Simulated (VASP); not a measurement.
Re:

```
Re
1.0
     0.00000    1.97500    1.97500
     1.97500    0.00000    1.97500
     1.97500    1.97500    0.00000
Re
1
Direct
  0.00000 0.00000 0.00000
```

This isn't the form of Re at room conditions, which is hcp.

Program: VASP 6.6.1. Alike in all runs: cell as given.

Q: Order these runs on this cell by their pressure, lowest first.
A. level RPBE; potentials or basis VASP PAW PBE potentials, release 64 (Re); spin off; k mesh 12 × 12 × 12; cutoff (eV) 520; smearing gaussian 0.1 eV
B. level LDA; potentials or basis VASP PAW LDA potentials, release 64 (Re); spin off; k mesh 12 × 12 × 12; cutoff (eV) 520; smearing gaussian 0.05 eV
C. level vdW-DF-cx; potentials or basis VASP PAW PBE potentials, release 64 (Re); spin SOC, no magnetisation; k mesh 9 × 9 × 9; cutoff (eV) 520; smearing gaussian 0.01 eV; other keys BMIX = 0.5
D. level PBE; potentials or basis VASP PAW PBE potentials, release 64 (Re); spin off; k mesh 12 × 12 × 12; cutoff (eV) 500; smearing gaussian 0.05 eV

A: B (-23.1 GPa), C (-15.1 GPa), D (-9.8 GPa), A (-6.3 GPa).

Caveats: so large a pressure means that the cell lies far from this level's equilibrium, or that cutoff or potentials fall short (some runs); the potentials were made for another functional, which shifts forces and pressure (some runs); the PAW data sets were made with another functional, which shifts forces and pressure a little (some runs).
